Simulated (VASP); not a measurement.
Write the native input for VASP 6.6.1 that does the following.

* Task: relaxation of cell and atoms
* Functional: LDA
* Potentials or basis: VASP PAW LDA potentials, release 64 (Hf_pv)
* Cutoff: 600 eV
* k mesh: 10 × 10 × 10
* Occupations: fermi-dirac, width 0.05 eV
* Spin: no spin polarisation
* Target pressure: 10 GPa
* Further INCAR settings: ALGO = Fast; EDIFF = 1e-07; IBRION = 2; EDIFFG = -0.01; NSW = 40; ISIF = 3
* Target pressure: 10 GPa

The structure of Hf lies in POSCAR:

```
Hf
1.0
    0.0000000000      2.2200000000      2.2200000000
    2.2200000000      0.0000000000      2.2200000000
    2.2200000000      2.2200000000      0.0000000000
Hf
1
Direct
    0.0000000000      0.0000000000      0.0000000000
```

This isn't the form of Hf at room conditions, which is hcp.

These files were run (other wordings do the same):

INCAR

```
SYSTEM = Hf
ALGO = Fast
EDIFF = 1E-7
EDIFFG = -0.01
ENCUT = 600
GGA = CA
IBRION = 2
ISIF = 3
ISMEAR = -1
LASPH = .True.
LCHARG = .False.
LREAL = .False.
LWAVE = .False.
NELM = 80
NSW = 40
PREC = Accurate
PSTRESS = 100
SIGMA = 0.05
```

KPOINTS

```
k-points
0
Gamma
  10 10 10
  0 0 0
```

Potentials or basis: VASP PAW LDA potentials, release 64 (Hf_pv).

Launch:

```bash
$ cat potpaw_LDA.64/Hf_pv/POTCAR > POTCAR
$ mpirun -np 1 vasp_std > vasp.out
```

Results of the run:

```yaml
Relaxed_volume: 19.28 Å³/atom
Relaxed_cell: a = 3.010 Å, b = 3.010 Å, c = 3.010 Å, α = 60.00°, β = 60.00°, γ = 60.00°
Space_group_after_relaxing_to_0.05_Å: Fm-3m (No. 225)
Energy_change_on_relaxing_the_enthalpy_is_what_falls: +23.8 meV/atom
Ionic_steps: 7
Pressure_after_relaxing: 10.0 GPa
Band_gap_on_the_k_mesh: none (metal or under the smearing width)
```

Caveat: the cell is relaxed towards a set pressure, so the enthalpy falls and the energy may rise.

It took 2.1 min on 1 thread of AMD EPYC 7R43 64-Core Processor (Zen 3), with other jobs on the host, peak memory 0.13 GiB.
